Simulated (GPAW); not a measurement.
The system is AlN.

```xyz
2
Lattice="0.0000 2.0345 2.0345 2.0345 0.0000 2.0345 2.0345 2.0345 0.0000" Properties=species:S:1:pos:R:3 pbc="T T T"
Al    2.0345    2.0345    2.0345
N     0.0000    0.0000    0.0000
```

Measurements of this composition are mostly on another form, of space group No. 186.

Base run:

| Quantity | Value |
| --- | --- |
| Program | GPAW 26.7.0 |
| Functional | HSE06 |
| Potentials or basis | GPAW PAW data sets (gpaw-data 1.2.1) |
| Cutoff | 600 eV |
| Basis | pw |
| k mesh | 8 × 8 × 8 |
| Occupations | fermi-dirac, width 0.05 eV |
| Spin | no spin polarisation |

Its results: band gap on the k mesh 5.76 eV, indirect (least direct gap 6.86 eV).

Task: The run is repeated on the same cell with these changes: functional from HSE06 to PBE0. What comes out?

Result: Band gap on the k mesh 6.51 eV, indirect (least direct gap 7.58 eV).

A k mesh can miss the band edges.
